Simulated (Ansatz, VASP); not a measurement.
**Li2S in VASP and in Ansatz**

```xyz
3
Lattice="0.0000 2.8254 2.8254 2.8254 0.0000 2.8254 2.8254 2.8254 0.0000" Properties=species:S:1:pos:R:3 pbc="T T T"
S     0.0000    0.0000    0.0000
Li    4.2381    4.2381    4.2381
Li    1.4127    1.4127    1.4127
```

Change from the starting cell: volume scaled by 0.98.

Alike in both runs: task single point; functional PBE; k mesh 8 × 8 × 8; occupations fermi-dirac, width 0.05 eV; no spin polarisation.

|  | VASP | Ansatz |
| --- | --- | --- |
| version | VASP 6.6.1 | Ansatz 0.2.0 |
| potentials or method | VASP PAW PBE potentials, release 64 (S, Li_sv) | Ansatz PAW |
| plane-wave cutoff (eV) | 520 | 420 |
| valence electrons in the cell | 12 | 12 |

|  | VASP | Ansatz | Ansatz less VASP |
| --- | --- | --- | --- |
| gap on the k mesh at the Fermi level (eV) | 3.37 | 3.37 | +0.003 |
| least direct gap on the mesh (eV) | 4.40 | 4.39 | -0.009 |

 A k mesh can miss the band edges.
